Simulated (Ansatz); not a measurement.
# MoS2: the cost of one run

Method: DFT PBE+D3(BJ), scalar-relativistic, plane waves, PAW, in Ansatz 0.2.0.

6 further runs of the same task are left out: 3 that didn't finish, 3 set aside as unsound or not needed. Runs told in other sessions of the task aren't counted.

## 1. The starting structure

Symmetry: R3m, No. 160, trigonal system. The conventional cell has a = 3.153 Å, b = 3.153 Å, c = 17.990 Å, α = 90.00°, β = 90.00°, γ = 120.00°. Around Mo (site symmetry 3m) lie 6 S at 2.40 Å. S (site symmetry 3m) is surrounded by 3 Mo at 2.40 Å.

As a file:

```
Mo S
1.0
    -1.57647   -2.73053    0.00000
     1.57647   -2.73053    0.00000
     0.00000    0.00000   17.98960
Mo S
3 6
Cartesian
  0.0000 -5.4611 0.0003
  0.0000 -1.8204 5.9968
  0.0000 -3.6407 11.9934
  0.0000 -5.4611 13.5562
  0.0000 -1.8204 1.5632
  0.0000 -3.6407 7.5597
  0.0000 -5.4611 10.4290
  0.0000 -1.8204 16.4255
  0.0000 -3.6407 4.4325
```

It is built from the cell relaxed beforehand with the same method (17.21 Å³/atom).

## 2. The reference cell

The cell is repeated 3 times, 9 atoms in all. The reference gives a free energy of -20292.1514 eV, pressure 0.01 GPa, largest force 0.001 eV/Å and gap on the mesh 0.79 eV. It was computed beforehand with the settings of the runs below.

## 3. Next: pulling the crystal apart

The cut lies on the cell's a–b face, a (0 0 -1) plane of area 8.61 Å², between layers 2.87 Å apart (S below, S above); the cell is 18.0 Å thick. Vector c is lengthened by d along the normal with the atoms' Cartesian places fixed: one unrelaxed cut per cell.

## 4. Point d = 1.00 Å

input.yaml

```yaml
crystal:
  lattice:
    - [-1.5764743774, -2.7305337185, 0.0]
    - [1.5764743774, -2.7305337185, 0.0]
    - [0.0, 0.0, 18.9896049492]
  atoms:
    - { symbol: Mo, position: [1.0, 1.0, 0.7894818261] }
    - { symbol: Mo, position: [0.3333333333, 0.3333333333, 0.157922086] }
    - { symbol: Mo, position: [0.6666666667, 0.6666666667, 0.473701956] }
    - { symbol: S, position: [1.0, 1.0, 0.556002263] }
    - { symbol: S, position: [0.3333333333, 0.3333333333, 0.8717821331] }
    - { symbol: S, position: [0.6666666667, 0.6666666667, 0.240222393] }
    - { symbol: S, position: [1.0, 1.0, 0.3913209851] }
    - { symbol: S, position: [0.3333333333, 0.3333333333, 0.7071008552] }
    - { symbol: S, position: [0.6666666667, 0.6666666667, 0.0755411151] }
basis:
  ecutwfc: 420
kpoints:
  mp_grid: { grid: [10, 10, 2] }
hamiltonian:
  xc: pbe
  dispersion: d3bj
scf:
  occupations: { method: gaussian, width: 0.05 }
output:
  forces: true
  stress: true
  eigenvalues: true
```

The run is started by

```console
> ansatz run input.yaml --threads 2 --pin off --max-ram 5120MiB --backend cpu --events-out ev --progress --plain --runs-dir out
```

What time and memory should one allow on 2 threads of Intel Xeon 6975P-C (Granite Rapids), shared host?

About 4.5 s, with a peak of 0.55 GiB.
